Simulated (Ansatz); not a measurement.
PbO under changes of volume

One of the cells (19.077 Å³/atom); the others are scaled copies at fixed shape and fractional positions:

```xyz
8
Lattice="5.8760 0.0000 0.0000 0.0000 5.4760 0.0000 0.0000 0.0000 4.7430" Properties=species:S:1:pos:R:3 pbc="T T T"
Pb    4.5186    2.8147    1.1858
Pb    1.3574    2.6613    3.5573
Pb    4.5186    5.3993    3.5573
Pb    1.3574    0.0767    1.1858
O     0.7756    3.1870    1.1858
O     5.1004    2.2890    3.5573
O     0.7756    5.0270    3.5573
O     5.1004    0.4490    1.1858
```

| Property | Result |
| --- | --- |
| Program | Ansatz 0.2.0 |
| Functional | PBEsol |
| Potentials or basis | Ansatz PAW |
| Cutoff | 420 eV (not typed: the program's choice for these potentials) |
| k mesh | 5 × 5 × 6 |
| Occupations | fermi-dirac, width 0.05 eV |
| Spin | no spin polarisation |

| volume (Å³/atom) | energy over the lowest point (meV/atom) | pressure (GPa) | gap on the mesh (eV) | largest force (eV/Å) |
| --- | --- | --- | --- | --- |
| 17.932 | ? | ? | ? | ? |
| 18.314 | 2.12 | 1.9 | 1.93 | 1.039 |
| 18.695 | 0.00 | -0.1 | 1.91 | 0.955 |
| 19.077 | 2.30 | -1.8 | 1.90 | 0.964 |
| 19.458 | 8.48 | -3.4 | 1.87 | 1.046 |
| 19.840 | 18.13 | -4.7 | 1.84 | 1.171 |
| 20.222 | 30.87 | -6.0 | 1.82 | 1.318 |

Task: What does the run at 17.932 Å³/atom give?

Result: Energy over the lowest point 9.10 meV/atom; pressure 4.0 GPa; gap on the mesh 1.94 eV; largest force 1.217 eV/Å.

Worked out: A Birch-Murnaghan fit of order 3 (a polynomial in V^(-2/3)) to the other rows has its minimum at 18.68 Å³/atom with B0 = V·E''(V) = 91 GPa and B' = 4.9 at fixed shape and positions, which overstates the stiffness. It gives 9.21 meV/atom at 17.932 Å³/atom, against the run's 9.10, and -dE/dV = 4.1 GPa, against 4.0. A parabola through the other rows of the gap, of slope -0.539 eV per unit of ln V there, extrapolates to 1.94 eV, against the run's 1.94.

Energies are extrapolated to zero smearing.

Caveats: odd divisions of the mesh miss points on the zone boundary, where band edges often lie, so the gap on the mesh can be too wide; spin-orbit coupling is left out, which as a rule narrows the gap of such compounds by several tenths of an eV; the cell's inner coordinates are idealised or old, which leaves forces on the atoms; the PAW data sets come from PBE, with cores solved anew for the run's functional, which leaves a small shift of forces and pressure.

A mesh can miss the band edges.
